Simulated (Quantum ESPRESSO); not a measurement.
CuO: equation of state with PBEsol

CuO:

```
Cu O
1.0
     3.42205    0.00000    0.00000
     0.00000    3.42205    0.00000
     0.00000    0.00000    4.26046
Cu O
2 2
Direct
  0.00000 0.50000 0.00000
  0.50000 0.00000 0.50000
  0.00000 0.00000 0.25000
  0.00000 0.00000 0.75000
```

Measurements of this composition are mostly on another form, of space group No. 15.

```yaml
Program: Quantum ESPRESSO 7.5
Task: equation of state
Functional: PBEsol
Potentials_or_basis: GBRV 1.5 PBEsol
Cutoff: 762 eV
Density_cutoff: 6095 eV
k_mesh: 7 × 7 × 5
Occupations: fermi-dirac, width 0.05 eV
Spin: no spin polarisation
Mixing_beta: 0.5
Most_SCF_iterations: 120
SCF_threshold: 8e-10 Ry
```

```json
{
 "Equilibrium volume": "11.66 Å³/atom (rough: see the caveat)",
 "Bulk modulus at fixed shape and positions": "146 GPa (rough)"
}
```

Energy against volume, from the lowest point:
```tsv
volume (Å³/atom)	energy (meV/atom)
11.725	0.00
11.974	3.46
12.224	11.09
12.473	22.42
12.722	36.99
12.972	54.47
13.221	74.49
```

All runs of the series together: 6.5 min on 1 thread of Arm Neoverse V2 (shared host).

Caveat: the minimum lies outside the volumes run; the cell was scaled at fixed shape and fractional positions, which overstates the stiffness of a crystal with free parameters, most of all of layers and chains; the run has no spin polarisation, though such a crystal can be magnetic.
